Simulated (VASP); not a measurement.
# BaTiO3 (R3m) in VASP: further runs

The runs below take BaTiO3 through relaxation of shape and atoms at fixed volume, relaxation of cell and atoms, with PBEsol, r2SCAN.

Program: VASP 6.6.1. These are calculated values, not measurements. Logs are shortened: lines on timing, memory, paths and dates and some standing lists are left out, and cuts for length are marked.

## (1) The structure

The structure is trigonal, space group R3m (No. 160). The conventional cell has a = 5.655 Å, b = 5.655 Å, c = 6.955 Å, α = 90.00°, β = 90.00°, γ = 120.00°. Ba (site symmetry 3m) is surrounded by 12 O at 2.79 to 2.89 Å. Ti (site symmetry 3m) is surrounded by 6 O at 1.87 to 2.14 Å. Around O (site symmetry m) lie 2 Ti at 1.87 to 2.14 Å.

## (2) Relaxation of shape and atoms at fixed volume, PBEsol (a relaxed cell with its volume scaled by 1.04)

INCAR reads:

```
SYSTEM = BaTiO3
ALGO = Fast
EDIFF = 1E-7
EDIFFG = -0.01
ENCUT = 600
GGA = PS
IBRION = 2
ISIF = 4
ISMEAR = 0
KPAR = 2
LASPH = .True.
LCHARG = .False.
LREAL = .False.
LWAVE = .False.
NELM = 80
NSW = 40
PREC = Accurate
SIGMA = 0.03
```

KPOINTS reads:

```
k-points
0
Gamma
  7 7 7
  0 0 0
```

POSCAR reads:

```
BaTiO3                                  
1.0
    2.8648278454      1.6540091277      2.3481301975
   -2.8648278454      1.6540091277      2.3481301975
    0.0000000000     -3.3080182556      2.3481301975
  Ba              Ti              O             
     1     1     3
Direct
     0.9980254370610444    0.9980254370610444    0.9980254370610444
     0.4859722336824824    0.4859722336824824    0.4859722336824824
     0.5093011343422549    0.5093011343422549    0.0166000605719614
     0.0166000605719614    0.5093011343422549    0.5093011343422549
     0.5093011343422549    0.0166000605719614    0.5093011343422549
```

Potentials or basis: VASP PAW PBE potentials, release 64 (Ba_sv, Ti_sv, O).

On the command line:

```sh
$ cat potpaw_PBE.64/Ba_sv/POTCAR potpaw_PBE.64/Ti_sv/POTCAR potpaw_PBE.64/O/POTCAR > POTCAR
$ mpirun -np 2 vasp_std > vasp.out
```

OUTCAR:

```text
SYSTEM = BaTiO3
   EDIFF = 1E-7
   EDIFFG = -0.01
   ENCUT = 600
   GGA = PS
   IBRION = 2
   ISIF = 4
   ISMEAR = 0
   LASPH = .True.
   LREAL = .False.
   NELM = 80
   NSW = 40
   PREC = Accurate

 ion  position               nearest neighbor table
   1  0.998  0.998  0.998-   3 2.81   4 2.81   5 2.81   3 2.87   3 2.87   4 2.87   5 2.87   5 2.87
                             4 2.87   3 2.94   4 2.94   5 2.94   2 3.44   2 3.48   2 3.48   2 3.48
   2  0.486  0.486  0.486-   4 1.91   5 1.91   3 1.91   5 2.16   4 2.16   3 2.16   1 3.44   1 3.48
                             1 3.48   1 3.48   1 3.54   1 3.54   1 3.54   1 3.61
   3  0.509  0.509  0.017-   2 1.91   2 2.16   1 2.81   1 2.87   1 2.87   1 2.94
   4  0.017  0.509  0.509-   2 1.91   2 2.16   1 2.81   1 2.87   1 2.87   1 2.94
   5  0.509  0.017  0.509-   2 1.91   2 2.16   1 2.81   1 2.87   1 2.87   1 2.94

  LATTYP: Found a trigonal (rhomboedric) cell.
 ALAT       =     4.0566858644
 COS(alpha) =     0.0025657048

  Lattice vectors:

 A1 = (   2.8648278454,   1.6540091277,   2.3481301975)
 A2 = (  -2.8648278454,   1.6540091277,   2.3481301975)
 A3 = (   0.0000000000,  -3.3080182556,   2.3481301975)

Analysis of symmetry for initial positions (statically):
=====================================================================
 Subroutine PRICEL returns:
 Original cell was already a primitive cell.

 Routine SETGRP: Setting up the symmetry group for a
 trigonal (rhombohedral) supercell.

 Subroutine GETGRP returns: Found  6 space group operations
 (whereof  6 operations were pure point group operations)
 out of a pool of 12 trial point group operations.

The static configuration has the point symmetry C_3v.

Analysis of symmetry for dynamics (positions and initial velocities):
=====================================================================
 Subroutine PRICEL returns:
 Original cell was already a primitive cell.

 Routine SETGRP: Setting up the symmetry group for a
 trigonal (rhombohedral) supercell.

 Subroutine GETGRP returns: Found  6 space group operations
 (whereof  6 operations were pure point group operations)
 out of a pool of 12 trial point group operations.

The dynamic configuration has the point symmetry C_3v.

 Subroutine INISYM returns: Found  6 space group operations
 (whereof  6 operations are pure point group operations),
 and found     1 'primitive' translations

[... 109 lines left out ...]
   TEBEG  =    0.0;   TEEND  =   0.0 temperature during run
   PSTRESS=    0.0 pullay stress
   NELECT =      40.0000    total number of electrons
   NUPDOWN=      -1.0000    fix difference up-down
   EMIN   =  10.00;   EMAX   =-10.00  energy-range for DOS
   EFERMI =   0.00;   METHOD = LEGACY
   ISMEAR =     0;   SIGMA  =   0.03  broadening in eV -4-tet -1-fermi 0-gaus
   EFERMI_NEDOS =   21; number of points for ismear=-14 and -15
   IALGO  =     68    algorithm
   IMIX   =      4    mixing-type and parameters
     AMIX     =   0.40;   BMIX     =  1.00
     AMIX_MAG =   1.60;   BMIX_MAG =  1.00
  volume/ion in A,a.u.               =      13.35        90.10
  Fermi-wavevector in a.u.,A,eV,Ry     =   1.380146  2.608097 25.916399  1.904802
  Thomas-Fermi vector in A             =   2.505050
   LORBIT       =      0    0 simple, 1 ext, 2 COOP (PROOUT), +10 PAW based schemes
   GGA     = PS    functional components
   LHFCALC =     F    Hartree Fock is set to
   AEXX    =    0.0000 exact exchange contribution
   IVDW    =     0    specifies the selected vdW correction
   LEPSILON=     F    determine dielectric tensor
   LRPA    =     F    only Hartree local field effects (RPA)
 conjugate gradient relaxation of ions
 non-spin polarized calculation
 RMM-DIIS sequential band-by-band and
 Gauss-broadening in eV      SIGMA  =   0.03
  energy-cutoff  :      600.00
  volume of cell :       66.76
 maximum number of plane-waves:      2253
   NGX = 17   NGY = 17   NGZ = 17

--------------------------------------- Ionic step        1  -------------------------------------------

 number of electron      39.9999997 magnetization

 Free energy of the ion-electron system (eV)
  ---------------------------------------------------
  ext. energy  EPLUGINS =         0.00000000
  ---------------------------------------------------
  free energy    TOTEN  =       -41.96841455 eV

  energy without entropy =      -41.96841455  energy(sigma->0) =      -41.96841455

------------------------ aborting loop because EDIFF is reached ----------------------------------------

  FORCE on cell =-STRESS in cart. coord.  units (eV):
  Direction    XX          YY          ZZ          XY          YZ          ZX
  --------------------------------------------------------------------------------------
  -------------------------------------------------------------------------------------
  Total       -2.6302717     -2.6302717     -2.4925465      0.0000000      0.0000000     -0.0000000
  in kB      -63.1249914    -63.1249914    -59.8196671      0.0000000      0.0000000     -0.0000000
  external PRESSURE =     -62.0232167 kB  Pullay stress =       0.0000000 kB
[... 260 lines left out ...]
--------------------------------------- Ionic step        8  -------------------------------------------

 number of electron      39.9999995 magnetization

 Free energy of the ion-electron system (eV)
  ---------------------------------------------------
  ext. energy  EPLUGINS =         0.00000000
  ---------------------------------------------------
  free energy    TOTEN  =       -41.98562183 eV

  energy without entropy =      -41.98562183  energy(sigma->0) =      -41.98562183

 E-fermi :   3.5594     XC(G=0): -11.2781

 val. band max:        3.2470760722   @ k =   0.4286   0.4286   0.4286
 cond. band min:       5.8340953701   @ k =   0.0000   0.0000   0.0000
 fundamental gap:      2.5870192979
 Fermi energy:         3.5593691790

 k-point     1 :       0.0000    0.0000    0.0000
  band No.  band energies     occupation
      1     -52.7256      2.00000
      2     -29.0943      2.00000
      3     -29.0943      2.00000
      4     -29.0911      2.00000
      5     -21.5326      2.00000
      6     -13.3312      2.00000
[... 637 lines left out ...]
     23       7.2021      0.00000
     24       8.7441      0.00000

 [... further k-points ...]

------------------------ aborting loop because EDIFF is reached ----------------------------------------

  FORCE on cell =-STRESS in cart. coord.  units (eV):
  Direction    XX          YY          ZZ          XY          YZ          ZX
  --------------------------------------------------------------------------------------
  -------------------------------------------------------------------------------------
  Total       -1.6908212     -1.6908212     -1.7062899     -0.0000000      0.0000000      0.0000000
  in kB      -40.5787259    -40.5787259    -40.9499669     -0.0000000      0.0000000      0.0000000
  external PRESSURE =     -40.7024729 kB  Pullay stress =       0.0000000 kB
[... 20 lines left out ...]
  FREE ENERGIE OF THE ION-ELECTRON SYSTEM (eV)
  ---------------------------------------------------
  free  energy   TOTEN  =       -41.9856218327 eV

  energy  without entropy=      -41.9856218327  energy(sigma->0) =      -41.98562183

 reached required accuracy - stopping structural energy minimisation
```

OSZICAR:

```text
N       E                     dE             d eps       ncg     rms          rms(c)
DAV:   1     0.481372376562E+03    0.48137E+03   -0.23045E+04  2112   0.199E+03
DAV:   2     0.483502435137E+01   -0.47654E+03   -0.46851E+03  2528   0.512E+02
DAV:   3    -0.496190895976E+02   -0.54454E+02   -0.52878E+02  3088   0.156E+02
[... 170 lines left out ...]
RMM:   3    -0.419856210875E+02   -0.28371E-05   -0.75092E-05  2850   0.703E-02    0.936E-03
RMM:   4    -0.419856211504E+02   -0.62913E-07   -0.19346E-05  3047   0.324E-02    0.405E-03
RMM:   5    -0.419856215424E+02   -0.39199E-06   -0.74985E-06  3167   0.168E-02    0.149E-03
RMM:   6    -0.419856217725E+02   -0.23012E-06   -0.28620E-06  2660   0.791E-03    0.883E-04
RMM:   7    -0.419856218327E+02   -0.60164E-07   -0.89131E-07  1968   0.463E-03
   8 F= -.41985622E+02 E0= -.41985622E+02  d E =-.327623E-04
```

Run time: 2.5 min. Hardware: 2 MPI ranks of Intel Xeon 6975P-C (Granite Rapids), shared host; peak memory 0.24 GiB.

What came out:

* Free energy: -41.9856 eV
* Energy gained by relaxing: 3.4 meV/atom
* Ionic steps: 8
* Pressure after relaxing: -4.1 GPa
* Largest force after relaxing: 0.003 eV/Å
* Band gap on the k mesh: 2.59 eV, indirect (least direct gap 3.06 eV)

Forces on the atoms (eV/Å):
```
Ba   0.000  0.000 -0.003
Ti   0.000  0.000  0.001
O    0.000  0.000  0.001
O    0.000  0.000  0.001
O    0.000  0.000  0.001
```

Step by step:
```
step  energy change (eV)  largest force (eV/Å)  pressure (GPa)
   1              0.0000                0.3622           -6.20
   2             -0.0124                0.2181           -5.15
   3             -0.0153                0.0779           -4.26
   4             -0.0165                0.0653           -4.15
   5             -0.0168                0.0531           -4.04
   6             -0.0172                0.0218           -4.09
   7             -0.0172                0.0135           -4.10
   8             -0.0172                0.0030           -4.07
```

Final structure:
```yaml
crystal:
  lattice:
    - [2.86134, 1.65199, 2.35387]
    - [-2.86134, 1.65199, 2.35387]
    - [0.00000, -3.30399, 2.35387]
  atoms:
    - { symbol: Ba, position: [0.99533, 0.99533, 0.99533] }
    - { symbol: Ti, position: [0.48074, 0.48074, 0.48074] }
    - { symbol: O, position: [0.51064, 0.51064, 0.02186] }
    - { symbol: O, position: [0.02186, 0.51064, 0.51064] }
    - { symbol: O, position: [0.51064, 0.02186, 0.51064] }
```

Caveat: the PAW data sets were made with another functional, which shifts forces and pressure a little; spin-orbit coupling is left out, which moves the levels of the heavy elements; an odd mesh through Γ misses points on the zone boundary, where band edges often lie.

## (3) Relaxation of shape and atoms at fixed volume, PBEsol (a relaxed cell with its volume scaled by 1.06)

INCAR is that of step 2.

KPOINTS is that of step 2.

Changes to POSCAR since step 2:

```diff
@@ -2,5 +2,5 @@
 1.0
-    2.8648278454      1.6540091277      2.3481301975
-   -2.8648278454      1.6540091277      2.3481301975
-    0.0000000000     -3.3080182556      2.3481301975
+    2.8830756485      1.6645445017      2.3630868441
+   -2.8830756485      1.6645445017      2.3630868441
+    0.0000000000     -3.3290890036      2.3630868441
   Ba              Ti              O
```

Potentials or basis: VASP PAW PBE potentials, release 64 (Ba_sv, Ti_sv, O).

On the command line:

```sh
$ cat potpaw_PBE.64/Ba_sv/POTCAR potpaw_PBE.64/Ti_sv/POTCAR potpaw_PBE.64/O/POTCAR > POTCAR
$ mpirun -np 2 vasp_std > vasp.out
```

OUTCAR:

```text
SYSTEM = BaTiO3
   EDIFF = 1E-7
   EDIFFG = -0.01
   ENCUT = 600
   GGA = PS
   IBRION = 2
   ISIF = 4
   ISMEAR = 0
   LASPH = .True.
   LREAL = .False.
   NELM = 80
   NSW = 40
   PREC = Accurate

 ion  position               nearest neighbor table
   1  0.998  0.998  0.998-   3 2.83   4 2.83   5 2.83   3 2.88   3 2.88   4 2.88   5 2.88   5 2.88
                             4 2.88   3 2.96   4 2.96   5 2.96   2 3.46   2 3.50   2 3.50   2 3.50
   2  0.486  0.486  0.486-   4 1.92   5 1.92   3 1.92   5 2.17   4 2.17   3 2.17   1 3.46   1 3.50
                             1 3.50   1 3.50   1 3.56   1 3.56   1 3.56   1 3.63
   3  0.509  0.509  0.017-   2 1.92   2 2.17   1 2.83   1 2.88   1 2.88   1 2.96
   4  0.017  0.509  0.509-   2 1.92   2 2.17   1 2.83   1 2.88   1 2.88   1 2.96
   5  0.509  0.017  0.509-   2 1.92   2 2.17   1 2.83   1 2.88   1 2.88   1 2.96

  LATTYP: Found a trigonal (rhomboedric) cell.
 ALAT       =     4.0825253246
 COS(alpha) =     0.0025657048

  Lattice vectors:

 A1 = (   2.8830756485,   1.6645445017,   2.3630868441)
 A2 = (  -2.8830756485,   1.6645445017,   2.3630868441)
 A3 = (   0.0000000000,  -3.3290890036,   2.3630868441)

Analysis of symmetry for initial positions (statically):
[... 190 lines left out ...]
  -------------------------------------------------------------------------------------
  Total       -3.8248868     -3.8248868     -3.6161273      0.0000000      0.0000000      0.0000000
  in kB      -90.0630795    -90.0630795    -85.1475031      0.0000000      0.0000000      0.0000000
  external PRESSURE =     -88.4245540 kB  Pullay stress =       0.0000000 kB
[... 260 lines left out ...]
--------------------------------------- Ionic step        8  -------------------------------------------

 number of electron      39.9999994 magnetization

 Free energy of the ion-electron system (eV)
  ---------------------------------------------------
  ext. energy  EPLUGINS =         0.00000000
  ---------------------------------------------------
  free energy    TOTEN  =       -41.94898624 eV

  energy without entropy =      -41.94898624  energy(sigma->0) =      -41.94898624

 E-fermi :   3.3402     XC(G=0): -11.1722

 val. band max:        3.0947357508   @ k =   0.4286   0.4286   0.4286
 cond. band min:       5.7930712368   @ k =   0.1429   0.0000  -0.0000
 fundamental gap:      2.6983354860
 Fermi energy:         3.3401594324

 k-point     1 :       0.0000    0.0000    0.0000
  band No.  band energies     occupation
      1     -52.8545      2.00000
      2     -29.2261      2.00000
      3     -29.2261      2.00000
      4     -29.2239      2.00000
      5     -21.7350      2.00000
      6     -13.4257      2.00000
[... 637 lines left out ...]
     23       7.0580      0.00000
     24       8.5481      0.00000

 [... further k-points ...]

------------------------ aborting loop because EDIFF is reached ----------------------------------------

  FORCE on cell =-STRESS in cart. coord.  units (eV):
  Direction    XX          YY          ZZ          XY          YZ          ZX
  --------------------------------------------------------------------------------------
  -------------------------------------------------------------------------------------
  Total       -2.3914010     -2.3914010     -2.4274935      0.0000000      0.0000000     -0.0000000
  in kB      -56.3093621    -56.3093621    -57.1592183      0.0000000      0.0000000     -0.0000000
  external PRESSURE =     -56.5926475 kB  Pullay stress =       0.0000000 kB
[... 20 lines left out ...]
  FREE ENERGIE OF THE ION-ELECTRON SYSTEM (eV)
  ---------------------------------------------------
  free  energy   TOTEN  =       -41.9489862378 eV

  energy  without entropy=      -41.9489862378  energy(sigma->0) =      -41.94898624

 reached required accuracy - stopping structural energy minimisation
```

It took 4 min on 2 MPI ranks of Intel Xeon 6975P-C (Granite Rapids), shared host; peak memory 0.28 GiB.

What came out:

* Free energy: -41.9490 eV
* Energy gained by relaxing: 7.7 meV/atom
* Ionic steps: 8
* Pressure after relaxing: -5.7 GPa
* Largest force after relaxing: 0.006 eV/Å
* Band gap on the k mesh: 2.70 eV, indirect (least direct gap 3.20 eV)

Forces on the atoms (eV/Å):
```
Ba   0.000  0.000 -0.006
Ti   0.000  0.000  0.002
O    0.000  0.001  0.002
O   -0.001 -0.001  0.002
O    0.001 -0.001  0.002
```

Step by step:
```csv
step,energy change (eV),largest force (eV/Å),pressure (GPa)
1,0.0000,0.5256,-8.84
2,-0.0274,0.3427,-7.32
3,-0.0348,0.1079,-5.91
4,-0.0370,0.0950,-5.75
5,-0.0376,0.0886,-5.59
6,-0.0384,0.0348,-5.72
7,-0.0385,0.0259,-5.75
8,-0.0386,0.0063,-5.66
```

Final structure:
```
Ba Ti O
1.0
     2.87727    1.66119    2.37263
    -2.87727    1.66119    2.37263
     0.00000   -3.32239    2.37263
Ba Ti O
1 1 3
Cartesian
  0.0000 0.0000 7.0752
  0.0000 0.0000 3.4060
  0.0000 1.6174 2.4834
  -1.4007 -0.8087 2.4834
  1.4007 -0.8087 2.4834
```

Levels at points of the mesh, in eV from the valence-band top:
| k point | band 17 | band 18 | band 19 | band 20 | band 21 | band 22 | band 23 | band 24 |
| --- | --- | --- | --- | --- | --- | --- | --- | --- |
| (0.00, 0.00, 0.00) | -0.92 | -0.71 | -0.54 | -0.54 | 2.71 | 2.71 | 2.89 | 4.60 |

Caveat: the PAW data sets were made with another functional, which shifts forces and pressure a little; spin-orbit coupling is left out, which moves the levels of the heavy elements; an odd mesh through Γ misses points on the zone boundary, where band edges often lie.

[end of part 1 of 2]
